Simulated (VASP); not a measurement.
# Co: relaxed cell and band gap, by functional

Co, P6_3/mmc (no. 194), 2 atoms in the cell.

| Functional | Volume (Å³/atom) | Change from the starting volume (fraction) | Gap, path and mesh (eV) | Moment (μB/cell) | Time (s) |
|---|---|---|---|---|---|
| B88 + LYP (libxc) | 11.32 | 0.064 | 0.00 | 3.25 | 130 |
| HCTH/407 (libxc) | 10.72 | 0.008 | 0.00 | 3.35 | 111 |
| APBE (libxc) | 11.01 | 0.035 | 0.00 | 3.27 | 119 |
| PBEint (libxc) | 10.47 | -0.016 | 0.00 | 3.19 | 83 |
| HTBS (libxc) | 10.40 | -0.022 | 0.00 | 3.11 | 86 |
| B86 with PBE correlation (libxc) | 11.03 | 0.036 | 0.00 | 3.27 | 111 |
| N12 (libxc) | 10.37 | -0.025 | 0.00 | 2.95 | 151 |
| LDA, PW92 (libxc) | 9.93 | -0.067 | 0.00 | 2.98 | 111 |

Limits: Only a ferromagnetic start was run; another order may lie lower and have another gap.

## Input of the first row

INCAR.step1:
```
SYSTEM = Co
ALGO = Normal
EDIFF = 1E-7
EDIFFG = -0.005
ENCUT = 600
GGA = LIBXC
GGA_COMPAT = .FALSE.
IBRION = 2
ISIF = 3
ISMEAR = 1
ISPIN = 2
KPAR = 2
LASPH = .TRUE.
LCHARG = .FALSE.
LIBXC1 = GGA_X_B88
LIBXC2 = GGA_C_LYP
LMAXMIX = 4
LORBIT = 11
LREAL = .FALSE.
LWAVE = .FALSE.
MAGMOM = 2 2
NELM = 150
NSW = 60
PREC = Accurate
SIGMA = 0.1
```

INCAR.step2, as INCAR.step1 but for:
```
- NSW = 60
+ NSW = 40
```

INCAR.step3, as INCAR.step2 but for:
```
- EDIFFG = -0.005
- IBRION = 2
- ISIF = 3
- NSW = 40
+ ISIF = 2
+ NBANDS = 20
```

KPOINTS:
```
k-points
0
Gamma
  12 12 7
```

KPOINTS_OPT:
```
path GMKGALHA,LM,KH
8
line-mode
reciprocal
 0.0000000000  0.0000000000  0.0000000000  G
 0.5000000000  0.0000000000  0.0000000000  M

 0.5000000000  0.0000000000  0.0000000000  M
 0.3333333333  0.3333333333  0.0000000000  K

 0.3333333333  0.3333333333  0.0000000000  K
 0.0000000000  0.0000000000  0.0000000000  G

 0.0000000000  0.0000000000  0.0000000000  G
 0.0000000000  0.0000000000  0.5000000000  A

 0.0000000000  0.0000000000  0.5000000000  A
 0.5000000000  0.0000000000  0.5000000000  L

 0.5000000000  0.0000000000  0.5000000000  L
 0.3333333333  0.3333333333  0.5000000000  H

 0.3333333333  0.3333333333  0.5000000000  H
 0.0000000000  0.0000000000  0.5000000000  A

 0.5000000000  0.0000000000  0.5000000000  L
 0.5000000000  0.0000000000  0.0000000000  M

 0.3333333333  0.3333333333  0.0000000000  K
 0.3333333333  0.3333333333  0.5000000000  H
```

POSCAR.step1:
```
Co
1.0
    2.4719999032      0.0000000000      0.0000000000
   -1.2359999516      2.1408147143      0.0000000000
    0.0000000000      0.0000000000      4.0211440800
Co
2
Direct
    0.6666666667      0.3333333333      0.7500000000
    0.3333333333      0.6666666667      0.2500000000
```

Commands (each step's output is kept before the next begins):
```
cat potpaw_PBE.64/Co/POTCAR > POTCAR
cp INCAR.step1 INCAR
cp POSCAR.step1 POSCAR
mpirun -np 2 vasp_std > vasp.out
cp CONTCAR POSCAR
rm WAVECAR CHG
cp INCAR.step2 INCAR
mpirun -np 2 vasp_std > vasp.out
cp CONTCAR POSCAR
rm WAVECAR CHG
cp INCAR.step3 INCAR
mpirun -np 2 vasp_std > vasp.out
```

Changes of the last row against the first:
```
(all steps)
- LIBXC1 = GGA_X_B88
- LIBXC2 = GGA_C_LYP
+ LIBXC1 = LDA_X
+ LIBXC2 = LDA_C_PW
- cat potpaw_PBE.64/Co/POTCAR > POTCAR
+ cat potpaw_LDA.64/Co/POTCAR > POTCAR
```

VASP 6.6.1 took 130 s on 2 cores (Intel Xeon 6975P-C (Granite Rapids)), a shared host.
